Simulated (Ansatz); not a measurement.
ZnS: zone-centre modes

These are results of Ansatz, DFT PBE, scalar-relativistic, plane waves, PAW, not measurements. Cutoff 420 eV, 6×6×6 k-points (Γ-centred), fixed occupations. No spin polarisation. Phonons by linear response, acoustic sum rule imposed.

The cell, relaxed at this level:
```xyz
8
Lattice="-3.7152 3.7152 3.7152 3.7152 -3.7152 3.7152 3.7152 3.7152 -3.7152" Properties=species:S:1:pos:R:3 pbc="T T T"
Zn    1.1675    1.1675    1.1675
Zn    2.5478    2.5478   -2.5478
Zn    2.5478   -2.5478    2.5478
Zn   -2.5478    2.5478    2.5478
S     2.4784    2.4784    2.4784
S     1.2368    1.2368   -1.2368
S     1.2368   -1.2368    1.2368
S    -1.2368    1.2368    1.2368
```

It was reached by relaxing an invented guess, and it needn't be the stable form of this composition. The run warned that its linear response isn't converged on this k mesh, so dielectric tensors, Born charges and infrared intensities are rough, and the frequencies may be too.

Optical modes at Γ (transverse, no macroscopic field):
| frequency (cm⁻¹) | degeneracy | IR intensity of the level ((D/Å)²/amu) |
| --- | --- | --- |
| 71 | 3 | 0.00 |
| 93 | 2 | 0.00 |
| 139 | 1 | 0.00 |
| 182 | 3 | 5.19 |
| 208 | 2 | 0.00 |
| 224 | 3 | 0.00 |
| 247 | 3 | 21.69 |
| 342 | 3 | 24.90 |
| 415 | 1 | 0.00 |

All 21 optical modes at Γ are real: no displacement of atoms at fixed cell lowers the energy to second order. Strains and modes at other wave vectors aren't tested by this run.

```
Electronic dielectric constant ε∞ (principal values) : 4.77
Static dielectric constant ε0 (principal values)     : 7.3
Refractive index √ε∞, mean                           : 2.18
Kohn–Sham gap on the mesh                            : 2.32 eV
Cost                                                 : 11 min on 1 thread of Arm Neoverse V2, on a shared host, peak memory 2.3 GiB
```

Born effective charges (e):
```csv
atom,Z*xx,Z*yy,Z*zz,mean
Zn (atom 1),1.92,1.92,1.92,1.92
S (atom 5),-1.92,-1.92,-1.92,-1.92
```
